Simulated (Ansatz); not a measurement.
## Ta₂C: strain energy, fitted

Ta₂C, P-3m1, a = 3.110 Å, c = 4.942 Å. The structure is a COD entry; whether it is the stable form wasn't checked. Ansatz: r2SCAN, PAW, 500 eV, Γ-centred 18×18×10 mesh on 3 atoms, Gaussian smearing 0.10 eV; no spin polarisation. Series: biaxial strain in the a-b plane, c and atoms relaxed; x is the strain in per cent. y is the free energy over the unstrained cell, V0 = 13.801 Å³/atom.

```
x (%) y (meV/atom)
 -3.0             ?
 -2.0         21.02
 -1.0          5.11
  0.0          0.00
  1.0          4.95
  2.0         19.24
  3.0         42.17
```

Q: Fit y = c2 x² + c3 x³ to the other rows, turn c2 into a modulus, and predict the missing energy.

A: Least squares on the rows shown. y = 5.0285 x² − 0.11378 x³. In eV per unit strain² c2 is 50.29; M is the biaxial modulus (E = M V0 ε²): 50.29 × 160.2 / (13.801) = 584 GPa. At x = -3.0 the fit asked for gives 48.33 meV/atom. The run gave 48.46 meV/atom, so the fit is 0.13 meV/atom too low, a small miss on the scale of the series.

Spin–orbit coupling is left out, which can shift energies with elements as heavy as these.